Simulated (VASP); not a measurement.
# GaN (P6_3mc) in VASP: notebook, part 2 of 2

VASP 6.6.1. The steps go on from the part before.

## Step 3: Dielectric tensor, PBE

File INCAR:

```
ALGO     = Normal         # electronic algorithm
EDIFF    = 1E-8           # SCF threshold, eV
ENCUT    = 600            # plane-wave cutoff, eV
GGA      = PE             # functional
ISIF     = 2              # what is computed and relaxed
ISMEAR   = 0              # smearing method
LASPH    = T              # aspherical terms in the spheres
LCHARG   = F              # write CHGCAR
LEPSILON = T              # dielectric tensor by DFPT
LREAL    = F              # projectors in reciprocal space
LWAVE    = F              # write WAVECAR
NELM     = 80             # most SCF steps
PREC     = Accurate       # precision mode
SIGMA    = 0.03           # smearing width, eV
```

File KPOINTS:

```
k-points
0
Gamma
  12 12 5
```

File POSCAR:

```
GaN                                     
1.0
    3.2178393016      0.0000000000     -0.0000000000
   -1.6089196508      2.7867305805      0.0000000000
    0.0000000000      0.0000000000      5.2433138934
  Ga              N             
     2     2
Direct
     0.3333333332999970    0.6666666667000030    0.9991658196679539
     0.6666666667000030    0.3333333332999970    0.4991658196679539
     0.3333333332999970    0.6666666667000030    0.3758341803320461
     0.6666666667000030    0.3333333332999970    0.8758341803320461
```

Potentials or basis: VASP PAW PBE potentials, release 64 (Ga_d, N).

Run with:

```console
$ cat potpaw_PBE.64/Ga_d/POTCAR potpaw_PBE.64/N/POTCAR > POTCAR
$ mpirun -np 1 vasp_std > vasp.out
```

OUTCAR:

```text
EDIFF = 1E-8
   ENCUT = 600
   GGA = PE
   ISIF = 2
   ISMEAR = 0
   LASPH = T
   LEPSILON = T
   LREAL = F
   NELM = 80
   PREC = Accurate

 ion  position               nearest neighbor table
   1  0.333  0.667  0.999-   4 1.97   4 1.97   4 1.97   3 1.97
   2  0.667  0.333  0.499-   3 1.97   3 1.97   3 1.97   4 1.97
   3  0.333  0.667  0.376-   2 1.97   2 1.97   2 1.97   1 1.97
   4  0.667  0.333  0.876-   1 1.97   1 1.97   1 1.97   2 1.97

  LATTYP: Found a hexagonal cell.
 ALAT       =     3.2178393016
 C/A-ratio  =     1.6294517538

  Lattice vectors:

 A1 = (   3.2178393016,   0.0000000000,   0.0000000000)
 A2 = (  -1.6089196508,   2.7867305805,   0.0000000000)
 A3 = (   0.0000000000,   0.0000000000,   5.2433138934)

Analysis of symmetry for initial positions (statically):
[... 863 lines left out ...]
           0.000000     5.934407    -0.000000
          -0.000000    -0.000000     6.183460
 ------------------------------------------------------

 PIEZOELECTRIC TENSOR (including local field effects)  for field in x, y, z        (e  Angst)
          XX          YY          ZZ          XY          YZ          ZX
  --------------------------------------------------------------------------------
  x    -0.00000    -0.00000     0.00000    -0.00000     0.00000     1.63707
  y     0.00000     0.00000     0.00000     0.00000     1.63709     0.00000
  z     1.51398     1.51398    -3.06678     0.00000     0.00000     0.00000

 PIEZOELECTRIC TENSOR (including local field effects)  for field in x, y, z        (C/m^2)
          XX          YY          ZZ          XY          YZ          ZX
  --------------------------------------------------------------------------------
  x    -0.00000    -0.00000     0.00000    -0.00000     0.00000     0.55785
  y     0.00000     0.00000     0.00000     0.00000     0.55785     0.00000
  z     0.51590     0.51590    -1.04503     0.00000     0.00000     0.00000

 BORN EFFECTIVE CHARGES (including local field effects) (in |e|, cummulative output)
 ---------------------------------------------------------------------------------
 ion    1
    1     2.63191     0.00000     0.00000
    2     0.00000     2.63191     0.00000
    3     0.00000     0.00000     2.77728
 ion    2
    1     2.63191     0.00000     0.00000
    2     0.00000     2.63191     0.00000
    3     0.00000     0.00000     2.77728
 ion    3
    1    -2.63191     0.00000     0.00000
    2    -0.00000    -2.63191     0.00000
    3     0.00000     0.00000    -2.77728
 ion    4
    1    -2.63191     0.00000     0.00000
    2     0.00000    -2.63191     0.00000
    3     0.00000     0.00000    -2.77728
```

OSZICAR:

```text
N       E                     dE             d eps       ncg     rms          rms(c)
DAV:   1     0.294807168152E+03    0.29481E+03   -0.20003E+04  2592   0.328E+03
DAV:   2     0.110107561346E+02   -0.28380E+03   -0.27411E+03  2776   0.568E+02
DAV:   3    -0.266103722328E+02   -0.37621E+02   -0.37167E+02  2874   0.164E+02
[... 11 lines left out ...]
RMM:   7    -0.727664111249E+00   -0.93797E-03   -0.50414E-05  4747   0.298E-02    0.424E-03
RMM:   8    -0.727806939525E+00   -0.14283E-03   -0.24948E-05  4885   0.105E-02    0.151E-03
RMM:   9    -0.727902484360E+00   -0.95545E-04   -0.50980E-06  4381   0.494E-03    0.870E-04
RMM:  10    -0.727925928950E+00   -0.23445E-04   -0.43449E-06  4940   0.228E-03    0.155E-04
RMM:  11    -0.727920000380E+00    0.59286E-05   -0.17309E-06  4733   0.863E-04    0.103E-04
RMM:  12    -0.727921841741E+00   -0.18414E-05   -0.65900E-07  4692   0.360E-04    0.289E-05
RMM:  13    -0.727921938068E+00   -0.96327E-07   -0.16643E-07  3962   0.130E-04    0.828E-06
```

Run time: 11 min. Hardware: 1 thread of Intel Xeon 6975P-C (Granite Rapids), shared host; peak memory 0.64 GiB.

Results:

- Band gap on the k mesh: 1.72 eV, direct
- Electronic dielectric tensor (diagonal): 5.93, 5.93, 6.18
- Born charges (mean of the diagonal): Ga +2.68; N -2.68 e

Electronic dielectric tensor:
```
5.93 0.00 0.00
0.00 5.93 0.00
0.00 0.00 6.18
```

Born effective charge tensors (e):
atom 1, Ga
```
2.63 0.00 0.00
0.00 2.63 0.00
0.00 0.00 2.78
```
atom 2, Ga
```
2.63 0.00 0.00
0.00 2.63 0.00
0.00 0.00 2.78
```
atom 3, N
```
-2.63  0.00  0.00
 0.00 -2.63  0.00
 0.00  0.00 -2.78
```
atom 4, N
```
-2.63  0.00  0.00
 0.00 -2.63  0.00
 0.00  0.00 -2.78
```

## Step 4: Against experiment

Step 3. A measured gap of GaN is 3.503 eV (direct; quoted in “Studying electronic properties in GaN without electrical contacts using γ-γ vs e−-γ Perturbed Angular Correlations”, 2019, pmc:6823545); the calculated 1.72 eV misses it by -1.79 eV. So large a miss can be the level of theory's own, or it may mean another phase, state or a wrong row. Spin-orbit coupling on Ga is left out. The value is that of PBE, without temperature or zero-point motion. Semilocal functionals fall short of measured gaps as a rule.
